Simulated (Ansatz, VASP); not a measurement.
## Two plane-wave programs on Sb

```xyz
2
Lattice="0.0000 3.4399 3.4399 3.4399 0.0000 3.4399 3.4399 3.4399 0.0000" Properties=species:S:1:pos:R:3 pbc="T T T"
Sb    0.8600    0.8600    0.8600
Sb    6.0198    6.0198    6.0198
```

Alike in both runs: task single point; functional PBEsol; k mesh 9 × 9 × 9; occupations fermi-dirac, width 0.1 eV; no spin polarisation.

|  | VASP | Ansatz |
| --- | --- | --- |
| version | VASP 6.6.1 | Ansatz 0.2.0 |
| potentials or method | VASP PAW PBE potentials, release 64 (Sb) | plane waves (420 eV) with PAW, scalar-relativistic |
| plane-wave cutoff (eV) | 520 | 420 |
| valence electrons in the cell | 10 | 30 |

```tsv
	VASP	Ansatz	Ansatz less VASP
pressure (GPa)	0.0	-0.1	-0.10
```

The two sets of potentials don't hold the same shells in valence. Ansatz warned: «pseudo_functional_mismatch».

Caveats: the PAW data sets were made with another functional, which shifts forces and pressure a little (VASP). The runs have no spin-orbit coupling, so splittings on Sb are missing.
